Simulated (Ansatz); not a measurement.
# GaAs: the cost of one run

Method: DFT PBE, scalar-relativistic, plane waves, PAW, in Ansatz 0.2.0.

### 1 Starting point

The structure is cubic, space group F-43m (No. 216). The conventional cell has a = 5.654 Å, b = 5.654 Å, c = 5.654 Å, α = 90.00°, β = 90.00°, γ = 90.00°. Ga (site symmetry -43m) has 4 As at 2.45 Å in its first shell of neighbours. Around As (site symmetry -43m) lie 4 Ga at 2.45 Å.

As a file:

```
Ga As
1.0
     0.00000    8.48055    8.48055
     8.48055    0.00000    8.48055
     8.48055    8.48055    0.00000
Ga As
27 27
Direct
  0.00000 0.00000 0.00000
  0.00000 0.00000 0.33333
  0.00000 0.00000 0.66667
  0.00000 0.33333 0.00000
  0.00000 0.33333 0.33333
  0.00000 0.33333 0.66667
  0.00000 0.66667 0.00000
  0.00000 0.66667 0.33333
  0.00000 0.66667 0.66667
  0.33333 0.00000 0.00000
  0.33333 0.00000 0.33333
  0.33333 0.00000 0.66667
  0.33333 0.33333 0.00000
  0.33333 0.33333 0.33333
  0.33333 0.33333 0.66667
  0.33333 0.66667 0.00000
  0.33333 0.66667 0.33333
  0.33333 0.66667 0.66667
  0.66667 0.00000 0.00000
  0.66667 0.00000 0.33333
  0.66667 0.00000 0.66667
  0.66667 0.33333 0.00000
  0.66667 0.33333 0.33333
  0.66667 0.33333 0.66667
  0.66667 0.66667 0.00000
  0.66667 0.66667 0.33333
  0.66667 0.66667 0.66667
  0.08333 0.08333 0.08333
  0.08333 0.08333 0.41667
  0.08333 0.08333 0.75000
  0.08333 0.41667 0.08333
  0.08333 0.41667 0.41667
  0.08333 0.41667 0.75000
  0.08333 0.75000 0.08333
  0.08333 0.75000 0.41667
  0.08333 0.75000 0.75000
  0.41667 0.08333 0.08333
  0.41667 0.08333 0.41667
  0.41667 0.08333 0.75000
  0.41667 0.41667 0.08333
  0.41667 0.41667 0.41667
  0.41667 0.41667 0.75000
  0.41667 0.75000 0.08333
  0.41667 0.75000 0.41667
  0.41667 0.75000 0.75000
  0.75000 0.08333 0.08333
  0.75000 0.08333 0.41667
  0.75000 0.08333 0.75000
  0.75000 0.41667 0.08333
  0.75000 0.41667 0.41667
  0.75000 0.41667 0.75000
  0.75000 0.75000 0.08333
  0.75000 0.75000 0.41667
  0.75000 0.75000 0.75000
```

The runs take a perfect supercell of 54 atoms; the defect goes to fractional position (0.083, 0.083, 0.083).

### 2 The perfect supercell

The input, input.yaml:

```yaml
crystal:
  lattice:
    - [0.0, 8.48055, 8.48055]
    - [8.48055, 0.0, 8.48055]
    - [8.48055, 8.48055, 0.0]
  atoms:
    - { symbol: Ga, position: [0.0, 0.0, 0.0] }
    - { symbol: Ga, position: [0.0, 0.0, 0.333333] }
    - { symbol: Ga, position: [0.0, 0.0, 0.666667] }
    - { symbol: Ga, position: [0.0, 0.333333, 0.0] }
    - { symbol: Ga, position: [0.0, 0.333333, 0.333333] }
    - { symbol: Ga, position: [0.0, 0.333333, 0.666667] }
    - { symbol: Ga, position: [0.0, 0.666667, 0.0] }
    - { symbol: Ga, position: [0.0, 0.666667, 0.333333] }
    - { symbol: Ga, position: [0.0, 0.666667, 0.666667] }
    - { symbol: Ga, position: [0.333333, 0.0, 0.0] }
    - { symbol: Ga, position: [0.333333, 0.0, 0.333333] }
    - { symbol: Ga, position: [0.333333, 0.0, 0.666667] }
    - { symbol: Ga, position: [0.333333, 0.333333, 0.0] }
    - { symbol: Ga, position: [0.333333, 0.333333, 0.333333] }
    - { symbol: Ga, position: [0.333333, 0.333333, 0.666667] }
    - { symbol: Ga, position: [0.333333, 0.666667, 0.0] }
    - { symbol: Ga, position: [0.333333, 0.666667, 0.333333] }
    - { symbol: Ga, position: [0.333333, 0.666667, 0.666667] }
    - { symbol: Ga, position: [0.666667, 0.0, 0.0] }
    - { symbol: Ga, position: [0.666667, 0.0, 0.333333] }
    - { symbol: Ga, position: [0.666667, 0.0, 0.666667] }
    - { symbol: Ga, position: [0.666667, 0.333333, 0.0] }
    - { symbol: Ga, position: [0.666667, 0.333333, 0.333333] }
    - { symbol: Ga, position: [0.666667, 0.333333, 0.666667] }
    - { symbol: Ga, position: [0.666667, 0.666667, 0.0] }
    - { symbol: Ga, position: [0.666667, 0.666667, 0.333333] }
    - { symbol: Ga, position: [0.666667, 0.666667, 0.666667] }
    - { symbol: As, position: [0.083333, 0.083333, 0.083333] }
    - { symbol: As, position: [0.083333, 0.083333, 0.416667] }
    - { symbol: As, position: [0.083333, 0.083333, 0.75] }
    - { symbol: As, position: [0.083333, 0.416667, 0.083333] }
    - { symbol: As, position: [0.083333, 0.416667, 0.416667] }
    - { symbol: As, position: [0.083333, 0.416667, 0.75] }
    - { symbol: As, position: [0.083333, 0.75, 0.083333] }
    - { symbol: As, position: [0.083333, 0.75, 0.416667] }
    - { symbol: As, position: [0.083333, 0.75, 0.75] }
    - { symbol: As, position: [0.416667, 0.083333, 0.083333] }
    - { symbol: As, position: [0.416667, 0.083333, 0.416667] }
    - { symbol: As, position: [0.416667, 0.083333, 0.75] }
    - { symbol: As, position: [0.416667, 0.416667, 0.083333] }
    - { symbol: As, position: [0.416667, 0.416667, 0.416667] }
    - { symbol: As, position: [0.416667, 0.416667, 0.75] }
    - { symbol: As, position: [0.416667, 0.75, 0.083333] }
    - { symbol: As, position: [0.416667, 0.75, 0.416667] }
    - { symbol: As, position: [0.416667, 0.75, 0.75] }
    - { symbol: As, position: [0.75, 0.083333, 0.083333] }
    - { symbol: As, position: [0.75, 0.083333, 0.416667] }
    - { symbol: As, position: [0.75, 0.083333, 0.75] }
    - { symbol: As, position: [0.75, 0.416667, 0.083333] }
    - { symbol: As, position: [0.75, 0.416667, 0.416667] }
    - { symbol: As, position: [0.75, 0.416667, 0.75] }
    - { symbol: As, position: [0.75, 0.75, 0.083333] }
    - { symbol: As, position: [0.75, 0.75, 0.416667] }
    - { symbol: As, position: [0.75, 0.75, 0.75] }
basis:
  ecutwfc: 420
  fft_grid_basis: typed
kpoints:
  mp_grid: { grid: [1, 1, 1] }
hamiltonian:
  xc: pbe
  pseudopotentials: { kind: paw }
scf:
  occupations: { method: gaussian, width: 0.05 }
output:
  forces: true
  stress: false
  eigenvalues: true
  bader: false
  write_density: true
  volumetric_format: npy
```

Launch:

```
$ ansatz run input.yaml --threads 8 --pin off --max-ram 16384MiB --backend cpu --events-out ev --progress --plain --runs-dir out
```

Q: Estimate wall time and peak memory on 8 threads of Arm Neoverse V1, shared host.

About 9.3 s, with a peak of 1.9 GiB.
